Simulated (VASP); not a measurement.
Set up this calculation in VASP 6.6.1, as the native input.

- Task: relaxation of cell and atoms
- Functional: PBE
- Dispersion: D3(BJ)
- Potentials or basis: VASP PAW PBE potentials, release 64 (C)
- Cutoff: 600 eV
- k mesh: 15 × 15 × 1
- Occupations: gaussian, width 0.03 eV
- Spin: no spin polarisation
- Further INCAR settings: ALGO = Normal; EDIFF = 1e-07; IBRION = 2; EDIFFG = -0.005; NSW = 90; ISIF = 3

The structure of C lies in POSCAR:

```
C                                       
1.0
    2.4656797293      0.0000000000      0.0000000000
   -1.2328398646      2.1353412858      0.0000000000
    0.0000000000      0.0000000000     21.4289500000
  C             
     4
Direct
     0.0000000000000000    0.0000000000000000    0.4207967696772618
     0.6666666699999979    0.3333333300000021    0.4207717617004341
     0.0000000000000000    0.0000000000000000    0.5792020825295673
     0.3333333300000021    0.6666666699999979    0.5792293860927370
```

These files were run (other wordings do the same):

INCAR

```
SYSTEM = C
ALGO = Normal
EDIFF = 1E-7
EDIFFG = -0.005
ENCUT = 600
GGA = PE
IBRION = 2
ISIF = 3
ISMEAR = 0
IVDW = 12
KPAR = 2
LASPH = .True.
LATTICE_CONSTRAINTS = .TRUE. .TRUE. .FALSE.
LCHARG = .False.
LREAL = .False.
LWAVE = .False.
NELM = 80
NSW = 90
PREC = Accurate
SIGMA = 0.03
```

KPOINTS

```
k-points
0
Gamma
  15 15 1
  0 0 0
```

Potentials or basis: VASP PAW PBE potentials, release 64 (C).

The run is started by

```console
$ cat potpaw_PBE.64/C/POTCAR > POTCAR
$ mpirun -np 2 vasp_std > vasp.out
```

It gave:

* Band gap on the k mesh: none (metal or under the smearing width)
* Dispersion energy per atom: -0.119 eV

Caveat: the relaxation stopped at its first step, so nothing moved.

It took 26 s on 2 MPI ranks on Intel(R) Xeon(R) 6975P-C (Granite Rapids) (shared host), peak memory 0.24 GiB a rank.
